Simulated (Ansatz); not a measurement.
# Au: do energies and stresses tell the same story?

Computed with DFT PBEsol, scalar-relativistic, plane waves, PAW in Ansatz.

Settings: cutoff 420 eV, Γ-centred mesh 16×16×10 on the computed 2-atom cell, Gaussian smearing of 0.10 eV; no spin polarisation.

Relaxed cell: Cmcm, a = 2.820 Å, b = 5.034 Å, c = 4.801 Å, α = 90.00°, β = 90.00°, γ = 90.00°, 2 atoms in the primitive cell. This form isn't the element's structure at ambient conditions.

Energies at zero smearing and pressures from the stress tensor, at volumes with shape and atoms relaxed:
```
V (Å³/atom) E − E(first) (meV/atom) P (GPa)
     14.993                     0.00    31.71
     15.504                   -83.91    21.25
     16.015                  -137.70    12.70
     16.527                  -166.79     5.71
     17.038                  -175.68     0.02
     17.549                  -168.10    -4.63
     18.060                  -147.14    -8.40
     18.741                  -102.80   -12.29
```

Check P = −dE/dV between neighbouring volumes, and get the bulk modulus from the pressures alone.

With 1 eV/Å³ = 160.2 GPa:
```json
{"middle V (Å³/atom)": "15.249", "−ΔE/ΔV (GPa)": "26.303", "mean P (GPa)": "26.479"}
{"middle V (Å³/atom)": "15.760", "−ΔE/ΔV (GPa)": "16.861", "mean P (GPa)": "16.977"}
{"middle V (Å³/atom)": "16.271", "−ΔE/ΔV (GPa)": "9.117", "mean P (GPa)": "9.206"}
{"middle V (Å³/atom)": "16.782", "−ΔE/ΔV (GPa)": "2.787", "mean P (GPa)": "2.864"}
{"middle V (Å³/atom)": "17.293", "−ΔE/ΔV (GPa)": "-2.376", "mean P (GPa)": "-2.304"}
{"middle V (Å³/atom)": "17.804", "−ΔE/ΔV (GPa)": "-6.569", "mean P (GPa)": "-6.512"}
{"middle V (Å³/atom)": "18.401", "−ΔE/ΔV (GPa)": "-10.423", "mean P (GPa)": "-10.342"}
```

The two differ by 0.18 GPa at most. The mean of two end pressures misses the average over a step by about ΔV² P″/12, up to 0.17 GPa here; with that taken off 0.03 GPa remains, from the smearing term (the stress is the derivative of the free energy), the finite cutoff, the mesh or the relaxation's tolerance. Around V = 17.038 Å³/atom, the two neighbours give B = −V ΔP/ΔV = 17.038 × 10.33 / 1.022 = 172.2 GPa, against B0 = 171.0 GPa from the Birch–Murnaghan fit of the energies.

Spin–orbit coupling is left out, which can shift energies with elements as heavy as these.